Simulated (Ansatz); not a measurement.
Runs of Ansatz 0.2.0 on CdF2. The structure is cubic, space group Fm-3m (No. 225). Conventional cell: a = 5.388 Å, b = 5.388 Å, c = 5.388 Å, α = 90.00°, β = 90.00°, γ = 90.00°. Around Cd (site symmetry m-3m) lie 8 F at 2.33 Å. Around F (site symmetry -43m) lie 4 Cd at 2.33 Å. 

```csv
level,share of exact exchange,gap on the mesh (eV),pressure (GPa)
r2SCAN0 form with a typed share of exact exchange,0.35,(b),-2.5
r2SCAN0,0.25,6.52,-1.9
r2SCAN0 form with a typed share of exact exchange,0.5,9.26,-3.4
r2SCAN0 form with a typed share of exact exchange,0.1,(a),-0.8
r2SCAN0 form with a typed share of exact exchange,0.15,5.45,-1.1
```

Alike in all rows: task single point; potentials or basis Ansatz PAW; no spin polarisation; cell as given; k mesh 5 × 5 × 5; cutoff (eV) 500; smearing fermi-dirac 0.05 eV.

**Question.** Estimate the missing entries.

**Answer.** (a) 4.92; (b) 7.60.

Caveats: odd divisions of the mesh miss points on the zone boundary, where band edges often lie, so the gap on the mesh can be too wide; the PAW data sets come from PBE, with cores solved anew for the run's functional, which leaves a small shift of forces and pressure; the thresholds are loose for stress.

A k mesh can miss the band edges, and the runs leave out spin-orbit coupling on Cd.

Runs at the PBE level aren't shown here.
